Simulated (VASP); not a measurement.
# KI (Fm-3m) in VASP: further runs, part 2 of 2

VASP 6.6.1.

### 3 Single point, PBE

This run uses another cell than the first one, of 46.36 Å³/atom.

The input, INCAR:

```
PREC = Accurate
ENCUT = 500
EDIFF = 1E-6
ISMEAR = 0
SIGMA = 0.01
LREAL = F
LASPH = T
NELM = 120
ALGO = Normal
ISIF = 2
LWAVE = F
LCHARG = F
GGA = PE
NBANDS = 15
GGA_COMPAT = F
```

The input, KPOINTS:

```
regular mesh
0
Gamma
  4 4 4
```

The input, POSCAR:

```
KI
1.0
    0.0000000000      3.5922490341      3.5922490341
    3.5922490341      0.0000000000      3.5922490341
    3.5922490341      3.5922490341      0.0000000000
K I
1 1
Direct
    0.0000000000      0.0000000000      0.0000000000
    0.5000000000      0.5000000000      0.5000000000
```

Potentials or basis: VASP PAW PBE potentials, release 64 (K_sv, I).

Run with:

```sh
cat potpaw_PBE.64/K_sv/POTCAR potpaw_PBE.64/I/POTCAR > POTCAR
mpirun -np 1 vasp_std > vasp.out
```

OUTCAR:

```text
PREC = Accurate
   ENCUT = 500
   EDIFF = 1E-6
   ISMEAR = 0
   LREAL = F
   LASPH = T
   NELM = 120
   ISIF = 2
   GGA = PE

 ion  position               nearest neighbor table
   1  0.000  0.000  0.000-   2 3.59   2 3.59   2 3.59   2 3.59   2 3.59   2 3.59
   2  0.500  0.500  0.500-   1 3.59   1 3.59   1 3.59   1 3.59   1 3.59   1 3.59

  LATTYP: Found a face centered cubic cell.
 ALAT       =     7.1844980682

  Lattice vectors:

 A1 = (   0.0000000000,   3.5922490341,   3.5922490341)
 A2 = (   3.5922490341,   0.0000000000,   3.5922490341)
 A3 = (   3.5922490341,   3.5922490341,   0.0000000000)

Analysis of symmetry for initial positions (statically):
=====================================================================
 Subroutine PRICEL returns:
 Original cell was already a primitive cell.

 Routine SETGRP: Setting up the symmetry group for a
 face centered cubic supercell.

 Subroutine GETGRP returns: Found 48 space group operations
 (whereof 48 operations were pure point group operations)
 out of a pool of 48 trial point group operations.

[... 157 lines left out ...]
      3     -12.7421      2.00000
      4     -12.7421      2.00000
      5     -11.0959      2.00000
      6      -0.6653      2.00000
      7      -0.6653      2.00000
      8      -0.6653      2.00000
      9       3.1837      0.00000
     10       5.8461      0.00000
     11       5.8461      0.00000
     12       5.8461      0.00000
     13       6.5304      0.00000
     14       6.5304      0.00000
[... 113 lines left out ...]
      2     -12.7790      2.00000
      3     -12.7673      2.00000
      4     -12.7673      2.00000
      5     -10.9296      2.00000
      6      -1.3345      2.00000
      7      -1.3345      2.00000
      8      -1.2079      2.00000
      9       5.7715      0.00000
     10       5.7715      0.00000
     11       5.8353      0.00000
     12       7.3294      0.00000
     13       8.0305      0.00000
     14       8.8523      0.00000
     15       9.1368      0.00000

------------------------ aborting loop because EDIFF is reached ----------------------------------------

  FORCE on cell =-STRESS in cart. coord.  units (eV):
  Direction    XX          YY          ZZ          XY          YZ          ZX
  --------------------------------------------------------------------------------------
  -------------------------------------------------------------------------------------
  Total        0.0127287      0.0127287      0.0127287     -0.0000000     -0.0000000      0.0000000
  in kB        0.2199703      0.2199703      0.2199703     -0.0000000     -0.0000000      0.0000000
  external PRESSURE =       0.2199703 kB  Pullay stress =       0.0000000 kB

 VOLUME and BASIS-vectors are now :
 -----------------------------------------------------------------------------
  energy-cutoff  :      500.00
  volume of cell :       92.71
      direct lattice vectors                 reciprocal lattice vectors
     0.000000000  3.592249034  3.592249034    -0.139188568  0.139188568  0.139188568
     3.592249034  0.000000000  3.592249034     0.139188568 -0.139188568  0.139188568
     3.592249034  3.592249034  0.000000000     0.139188568  0.139188568 -0.139188568

 POSITION                                       TOTAL-FORCE (eV/Angst)
 -----------------------------------------------------------------------------------
      0.00000      0.00000      0.00000         0.000000      0.000000      0.000000
      3.59225      3.59225      3.59225         0.000000      0.000000      0.000000
 -----------------------------------------------------------------------------------
    total drift:                                0.000000     -0.000000     -0.000000

  FREE ENERGIE OF THE ION-ELECTRON SYSTEM (eV)
  ---------------------------------------------------
  free  energy   TOTEN  =        -5.5643479188 eV

  energy  without entropy=       -5.5643479188  energy(sigma->0) =       -5.56434792
```

stdout:

```text
POSCAR found type information on POSCAR K I
 POSCAR found :  2 types and       2 ions
 scaLAPACK will be used
 LDA part: xc-table for (Slater+PW92), standard interpolation
 POSCAR, INCAR and KPOINTS ok, starting setup
 FFT: planning ... GRIDC
 FFT: planning ... GRID_SOFT
 FFT: planning ... GRID
 WAVECAR not read
 entering main loop
```

It took 19 s on 1 thread of AMD EPYC 7R43 (Zen 3), shared host; peak memory 0.2 GiB.

What came out:

```yaml
Free_energy: -5.5643 eV
Pressure: 0.0 GPa
Band_gap_on_the_k_mesh: 3.85 eV
```

Caveat: spin-orbit coupling is left out, which moves the levels of the heavy elements.

### 4 Against experiment

Step 2. Against the measured gap of KI, 6.32 eV (a printed reference work, monograph), the calculated 3.91 eV is off by -2.41 eV. Spin-orbit coupling on I is left out. The value is that of PBE, without temperature or zero-point motion. Semilocal functionals fall short of measured gaps as a rule.

Step 3. A measured gap of KI is 6.32 eV (a printed reference work, monograph); the calculated 3.85 eV misses it by -2.47 eV. Spin-orbit coupling on I is left out. The value is that of PBE, without temperature or zero-point motion. Semilocal functionals fall short of measured gaps as a rule.
